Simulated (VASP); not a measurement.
# Sc (P6_3/mmc) in VASP: further runs

The runs below take Sc through single point, with PBEsol, r2SCAN.

All numbers are computed with VASP 6.6.1; they aren't measurements. Logs are shortened: lines on timing, memory, paths and dates and some standing lists are left out, and cuts for length are marked.

### Step 1. Starting point

It takes space group P6_3/mmc (No. 194, hexagonal). The conventional cell has a = 3.279 Å, b = 3.279 Å, c = 5.085 Å, α = 90.00°, β = 90.00°, γ = 120.00°. Sc (site symmetry -6m2) has 12 Sc at 3.17 to 3.28 Å as nearest neighbours.

### Step 2. Single point, PBEsol

Contents of INCAR:

```
PREC = Accurate
ENCUT = 700
EDIFF = 1E-7
ISMEAR = 0
SIGMA = 0.1
LREAL = F
LASPH = T
NELM = 80
ALGO = Normal
ISIF = 2
LWAVE = F
LCHARG = F
GGA = PS
NBANDS = 18
```

Contents of KPOINTS:

```
Automatic mesh
0
Gamma
  15 15 8
```

Contents of POSCAR:

```
Sc
1.0
    3.2785900000      0.0000000000      0.0000000000
   -1.6392900000      2.8393400000      0.0000000000
    0.0000000000      0.0000000000      5.0848600000
Sc
2
Direct
    0.3333300000      0.6666700000      0.2500000000
    0.6666700000      0.3333300000      0.7500000000
```

Potentials or basis: VASP PAW PBE potentials, release 64 (Sc_sv).

Launch:

```
$ cat potpaw_PBE.64/Sc_sv/POTCAR > POTCAR
$ mpirun -np 1 vasp_std > vasp.out
```

OUTCAR:

```text
PREC = Accurate
   ENCUT = 700
   EDIFF = 1E-7
   ISMEAR = 0
   LREAL = F
   LASPH = T
   NELM = 80
   ISIF = 2
   GGA = PS

 ion  position               nearest neighbor table
   1  0.333  0.667  0.250-   2 3.17   2 3.17   2 3.17   2 3.17   2 3.17   2 3.17
   2  0.667  0.333  0.750-   1 3.17   1 3.17   1 3.17   1 3.17   1 3.17   1 3.17

  LATTYP: Found a hexagonal cell.
 ALAT       =     3.2785900000
 C/A-ratio  =     1.5509289054

  Lattice vectors:

 A1 = (   3.2785900000,   0.0000000000,   0.0000000000)
 A2 = (  -1.6392900000,   2.8393400000,   0.0000000000)
 A3 = (   0.0000000000,   0.0000000000,   5.0848600000)

Analysis of symmetry for initial positions (statically):
=====================================================================
 Subroutine PRICEL returns:
 Original cell was already a primitive cell.

 Routine SETGRP: Setting up the symmetry group for a
 hexagonal supercell.

 Subroutine GETGRP returns: Found  8 space group operations
 (whereof  4 operations were pure point group operations)
 out of a pool of 24 trial point group operations.

The static configuration has the point symmetry C_2h.
 The point group associated with its full space group is D_2h.

Analysis of symmetry for dynamics (positions and initial velocities):
=====================================================================
 Subroutine PRICEL returns:
 Original cell was already a primitive cell.

 Routine SETGRP: Setting up the symmetry group for a
 hexagonal supercell.

 Subroutine GETGRP returns: Found  8 space group operations
 (whereof  4 operations were pure point group operations)
 out of a pool of 24 trial point group operations.

The dynamic configuration has the point symmetry C_2h.
 The point group associated with its full space group is D_2h.

 Subroutine INISYM returns: Found  8 space group operations
 (whereof  4 operations are pure point group operations),
 and found     1 'primitive' translations

----------------------------------------------------------------------------------------

                                     Primitive cell

  volume of cell :      47.3351

  direct lattice vectors                    reciprocal lattice vectors
     3.278590000  0.000000000  0.000000000     0.305009166  0.176096725  0.000000000
    -1.639290000  2.839340000  0.000000000     0.000000000  0.352194524  0.000000000
     0.000000000  0.000000000  5.084860000     0.000000000  0.000000000  0.196662248

  length of vectors
     3.278590000  3.278585570  5.084860000     0.352194048  0.352194524  0.196662248

  position of ions in fractional coordinates (direct lattice)
     0.333330000  0.666670000  0.250000000
     0.666670000  0.333330000  0.750000000

  ion indices of the primitive-cell ions
   primitive index   ion index
                 1           1
                 2           2

----------------------------------------------------------------------------------------

 KPOINTS: Automatic mesh

Automatic generation of k-mesh.
 Grid dimensions read from file:
 generate k-points for:   15   15    8

 Generating k-lattice:

  Cartesian coordinates                     Fractional coordinates (reciprocal lattice)
     0.020333944  0.011739782  0.000000000     0.066666667  0.000000000  0.000000000
     0.000000000  0.023479635  0.000000000     0.000000000  0.066666667  0.000000000
     0.000000000  0.000000000  0.024582781     0.000000000  0.000000000  0.125000000

  Length of vectors
     0.023479603  0.023479635  0.024582781

  Shift w.r.t. Gamma in fractional coordinates (k-lattice)
     0.000000000  0.000000000  0.000000000

 Subroutine IBZKPT returns following result:
 ===========================================

 Found    320 irreducible k-points:

 Following reciprocal coordinates:
            Coordinates               Weight
  0.000000  0.000000  0.000000      1.000000
  0.066667  0.000000  0.000000      4.000000
 -0.066667  0.066667  0.000000      2.000000
  0.133333  0.000000  0.000000      4.000000
 -0.133333  0.133333  0.000000      2.000000
  0.200000  0.000000  0.000000      4.000000
[... 16 lines left out ...]
 -0.266667  0.200000  0.000000      4.000000
  0.266667  0.066667  0.000000      4.000000
 [... further k-points ...]
   k-points           NKPTS =    320   k-points in BZ     NKDIM =    320   number of bands    NBANDS=     18
   number of dos      NEDOS =    301   number of ions     NIONS =      2
   total plane-waves  NPLWV =  37632
   dimension x,y,z NGX =    28 NGY =   28 NGZ =   48
   dimension x,y,z NGXF=    56 NGYF=   56 NGZF=   96
   ions per type =               2
   NGX,Y,Z   is equivalent  to a cutoff of  14.20, 14.20, 15.69 a.u.
   NGXF,Y,Z  is equivalent  to a cutoff of  28.40, 28.40, 31.39 a.u.
 SYSTEM =  unknown system
   PREC   = accura    normal or accurate (medium, high low for compatibility)
   ISTART =      0    job   : 0-new  1-cont  2-samecut
   ICHARG =      2    charge: 1-file 2-atom 10-const
   ISPIN  =      1    spin polarized calculation?
   LNONCOLLINEAR =      F non collinear calculations
   LSORBIT =      F    spin-orbit coupling
   LASPH  =      T    aspherical Exc in radial PAW
   ENCUT  =  700.0 eV  51.45 Ry    7.17 a.u.   7.07  7.07 10.97*2*pi/ulx,y,z
   NELM   =     80;   NELMIN=  2; NELMDL= -5     # of ELM steps
   EDIFF  = 0.1E-06   stopping-criterion for ELM
   LREAL  =      F    real-space projection
   EDIFFG = 0.1E-05   stopping-criterion for IOM
   NSW    =      0    number of steps for IOM
   IBRION =     -1    ionic relax: 0-MD 1-quasi-New 2-CG
   NFREE  =      0    steps in history (QN), initial steepest desc. (CG)
   ISIF   =      2    stress and relaxation
   ISYM   =      2    0-nonsym 1-usesym 2-fastsym
   POTIM  = 0.5000    time-step for ionic-motion
   TEBEG  =    0.0;   TEEND  =   0.0 temperature during run
   PSTRESS=    0.0 pullay stress
   NELECT =      22.0000    total number of electrons
   NUPDOWN=      -1.0000    fix difference up-down
   EMIN   =  10.00;   EMAX   =-10.00  energy-range for DOS
   EFERMI =   0.00;   METHOD = LEGACY
   ISMEAR =     0;   SIGMA  =   0.10  broadening in eV -4-tet -1-fermi 0-gaus
   EFERMI_NEDOS =   21; number of points for ismear=-14 and -15
   IALGO  =     38    algorithm
   IMIX   =      4    mixing-type and parameters
     AMIX     =   0.40;   BMIX     =  1.00
     AMIX_MAG =   1.60;   BMIX_MAG =  1.00
  volume/ion in A,a.u.               =      23.67       159.72
  Fermi-wavevector in a.u.,A,eV,Ry     =   1.268103  2.396367 21.879330  1.608085
  Thomas-Fermi vector in A             =   2.401216
   LORBIT       =      0    0 simple, 1 ext, 2 COOP (PROOUT), +10 PAW based schemes
   GGA     = PS    functional components
   LHFCALC =     F    Hartree Fock is set to
   AEXX    =    0.0000 exact exchange contribution
   IVDW    =     0    specifies the selected vdW correction
   LEPSILON=     F    determine dielectric tensor
   LRPA    =     F    only Hartree local field effects (RPA)
 non-spin polarized calculation
 Gauss-broadening in eV      SIGMA  =   0.10
  energy-cutoff  :      700.00
  volume of cell :       47.34
 maximum number of plane-waves:      2010
   NGX = 15   NGY = 15   NGZ = 21

 number of electron      22.0000000 magnetization

 Free energy of the ion-electron system (eV)
  ---------------------------------------------------
  ext. energy  EPLUGINS =         0.00000000
  ---------------------------------------------------
  free energy    TOTEN  =       -13.22191440 eV

  energy without entropy =      -13.20271281  energy(sigma->0) =      -13.21231360

 E-fermi :   3.8103     XC(G=0): -10.1566

 val. band max:        3.8050631152   @ k =   0.4000   0.2000   0.3750
 cond. band min:       3.8191648983   @ k =   0.4000   0.4000   0.3750
 fundamental gap:      0.0141017831
 Fermi energy:         3.8102957179

 k-point     1 :       0.0000    0.0000    0.0000
  band No.  band energies     occupation
      1     -45.2881      2.00000
      2     -45.2004      2.00000
      3     -24.2504      2.00000
      4     -23.8514      2.00000
      5     -23.8513      2.00000
      6     -23.7728      2.00000
[... 10 lines left out ...]
     17       6.1920      0.00000
     18       6.1921      0.00000

 k-point     2 :       0.0667    0.0000    0.0000
  band No.  band energies     occupation
      1     -45.2856      2.00000
      2     -45.1996      2.00000
      3     -24.2436      2.00000
      4     -23.8641      2.00000
      5     -23.8559      2.00000
      6     -23.7863      2.00000
[... 10 lines left out ...]
     17       6.1086      0.00000
     18       6.1277      0.00000

 k-point     3 :      -0.0667    0.0667    0.0000
  band No.  band energies     occupation
      1     -45.2856      2.00000
      2     -45.1996      2.00000
      3     -24.2436      2.00000
      4     -23.8641      2.00000
      5     -23.8559      2.00000
      6     -23.7863      2.00000
[... 10 lines left out ...]
     17       6.1087      0.00000
     18       6.1277      0.00000

 k-point     4 :       0.1333    0.0000    0.0000
  band No.  band energies     occupation
      1     -45.2784      2.00000
      2     -45.1974      2.00000
      3     -24.2238      2.00000
      4     -23.9004      2.00000
      5     -23.8684      2.00000
      6     -23.8241      2.00000
[... 10 lines left out ...]
     17       6.1221      0.00000
     18       6.1851      0.00000

 k-point     5 :      -0.1333    0.1333    0.0000
  band No.  band energies     occupation
      1     -45.2784      2.00000
      2     -45.1974      2.00000
      3     -24.2238      2.00000
      4     -23.9004      2.00000
      5     -23.8684      2.00000
      6     -23.8241      2.00000
[... 10 lines left out ...]
     17       6.1221      0.00000
     18       6.1852      0.00000

 k-point     6 :       0.2000    0.0000    0.0000
  band No.  band energies     occupation
      1     -45.2674      2.00000
      2     -45.1945      2.00000
      3     -24.1928      2.00000
      4     -23.9544      2.00000
      5     -23.8861      2.00000
      6     -23.8784      2.00000
[... 10 lines left out ...]
     17       6.3960      0.00000
     18       6.4841      0.00000

 k-point     7 :      -0.2000    0.2000    0.0000
  band No.  band energies     occupation
      1     -45.2674      2.00000
      2     -45.1945      2.00000
      3     -24.1928      2.00000
      4     -23.9544      2.00000
      5     -23.8861      2.00000
      6     -23.8784      2.00000
[... 10 lines left out ...]
     17       6.3960      0.00000
     18       6.4841      0.00000

 k-point     8 :       0.2667    0.0000    0.0000
  band No.  band energies     occupation
      1     -45.2542      2.00000
      2     -45.1918      2.00000
      3     -24.1535      2.00000
      4     -24.0171      2.00000
      5     -23.9388      2.00000
      6     -23.9059      2.00000
[... 10 lines left out ...]
     17       6.7321      0.00000
     18       6.8570      0.00000
[... 229 lines left out ...]
     17       6.2161      0.00000
     18       6.4284      0.00000

 k-point    20 :      -0.2000    0.1333    0.0000
  band No.  band energies     occupation
      1     -45.2716      2.00000
      2     -45.1955      2.00000
      3     -24.2049      2.00000
      4     -23.9287      2.00000
      5     -23.8925      2.00000
      6     -23.8464      2.00000
[... 10 lines left out ...]
     17       6.2161      0.00000
     18       6.4284      0.00000

 k-point    21 :       0.2000    0.0667    0.0000
  band No.  band energies     occupation
      1     -45.2595      2.00000
      2     -45.1927      2.00000
      3     -24.1697      2.00000
      4     -23.9855      2.00000
      5     -23.9311      2.00000
      6     -23.8838      2.00000
[... 10 lines left out ...]
     17       6.4888      0.00000
     18       6.7901      0.00000

 k-point    22 :      -0.0667    0.2667    0.0000
  band No.  band energies     occupation
      1     -45.2595      2.00000
      2     -45.1927      2.00000
      3     -24.1697      2.00000
      4     -23.9855      2.00000
      5     -23.9311      2.00000
      6     -23.8838      2.00000
[... 10 lines left out ...]
     17       6.4889      0.00000
     18       6.7900      0.00000

 k-point    23 :      -0.2667    0.2000    0.0000
  band No.  band energies     occupation
      1     -45.2595      2.00000
      2     -45.1927      2.00000
      3     -24.1697      2.00000
      4     -23.9855      2.00000
      5     -23.9311      2.00000
      6     -23.8838      2.00000
[... 10 lines left out ...]
     17       6.4889      0.00000
     18       6.7901      0.00000

 k-point    24 :       0.2667    0.0667    0.0000
  band No.  band energies     occupation
      1     -45.2460      2.00000
      2     -45.1906      2.00000
      3     -24.1280      2.00000
      4     -24.0468      2.00000
      5     -23.9779      2.00000
      6     -23.9133      2.00000
[... 10 lines left out ...]
     17       6.8704      0.00000
     18       7.2066      0.00000

 [... further k-points ...]
[... 5 lines left out ...]
  --------------------------------------------------------------------------------------
  -------------------------------------------------------------------------------------
  Total       -0.0051015     -0.0050511     -0.0013511      0.0000436      0.0000000     -0.0000000
  in kB       -0.1726719     -0.1709657     -0.0457306      0.0014770      0.0000000     -0.0000000
  external PRESSURE =      -0.1297894 kB  Pullay stress =       0.0000000 kB

 VOLUME and BASIS-vectors are now :
 -----------------------------------------------------------------------------
  energy-cutoff  :      700.00
  volume of cell :       47.34
      direct lattice vectors                 reciprocal lattice vectors
     3.278590000  0.000000000  0.000000000     0.305009166  0.176096725  0.000000000
    -1.639290000  2.839340000  0.000000000     0.000000000  0.352194524  0.000000000
     0.000000000  0.000000000  5.084860000     0.000000000  0.000000000  0.196662248

 POSITION                                       TOTAL-FORCE (eV/Angst)
 -----------------------------------------------------------------------------------
     -0.00001      1.89290      1.27121         0.000047     -0.000027      0.000000
      1.63931      0.94644      3.81365        -0.000047      0.000027     -0.000000
 -----------------------------------------------------------------------------------
    total drift:                                0.000000      0.000000      0.000000

  FREE ENERGIE OF THE ION-ELECTRON SYSTEM (eV)
  ---------------------------------------------------
  free  energy   TOTEN  =       -13.2219143974 eV

  energy  without entropy=      -13.2027128080  energy(sigma->0) =      -13.21231360
```

Run time: 4.6 min. Hardware: 1 thread of Intel Xeon Platinum 8488C (Sapphire Rapids), shared host; peak memory 0.45 GiB.

Results:

```yaml
Free_energy: -13.2219 eV
Pressure: 0.0 GPa
Band_gap_on_the_k_mesh: none (metal or under the smearing width)
```

Caveat: the PAW data sets were made with another functional, which shifts forces and pressure a little.

### Step 3. Single point, PBEsol

INCAR, as its differences from that of step 2:

```diff
@@ -1,3 +1,3 @@
 PREC = Accurate
-ENCUT = 700
+ENCUT = 520
 EDIFF = 1E-7
```

Contents of KPOINTS:

```
Automatic mesh
0
Gamma
  24 24 12
```

POSCAR is that of step 2.

Potentials or basis: VASP PAW PBE potentials, release 64 (Sc_sv).

Launch:

```
$ cat potpaw_PBE.64/Sc_sv/POTCAR > POTCAR
$ mpirun -np 1 vasp_std > vasp.out
```

It took 8.8 min on 1 thread of Intel Xeon Platinum 8488C (Sapphire Rapids), shared host; peak memory 0.79 GiB.

The run converged. Its results:

- Free energy: -13.2210 eV
- Pressure: -0.1 GPa
- Band gap on the k mesh: none (metal or under the smearing width)

Levels at points of the mesh, in eV from the Fermi level:
| k point | band 7 | band 8 | band 9 | band 10 | band 11 | band 12 | band 13 | band 14 | band 15 | band 16 |
| --- | --- | --- | --- | --- | --- | --- | --- | --- | --- | --- |
| (0.00, 0.00, 0.00) | -27.58 | -27.55 | -5.21 | -1.69 | 0.75 | 1.63 | 1.63 | 1.94 | 2.12 | 2.12 |
| (0.50, 0.00, 0.00) | -27.68 | -27.63 | -1.65 | -1.11 | -0.72 | -0.33 | 1.35 | 1.36 | 1.96 | 3.91 |
| (0.50, 0.50, 0.00) | -27.68 | -27.63 | -1.65 | -1.11 | -0.72 | -0.33 | 1.35 | 1.36 | 1.96 | 3.91 |
| (0.00, 0.00, 0.50) | -27.62 | -27.62 | -3.60 | -3.60 | 1.02 | 1.02 | 1.53 | 1.53 | 1.53 | 1.53 |
| (0.50, 0.00, 0.50) | -27.67 | -27.67 | -1.54 | -1.54 | 0.08 | 0.08 | 1.36 | 1.36 | 2.45 | 2.45 |
| (0.50, 0.50, 0.50) | -27.67 | -27.67 | -1.54 | -1.54 | 0.08 | 0.08 | 1.36 | 1.36 | 2.45 | 2.45 |

Caveat: the PAW data sets were made with another functional, which shifts forces and pressure a little.

[end of part 1 of 3]
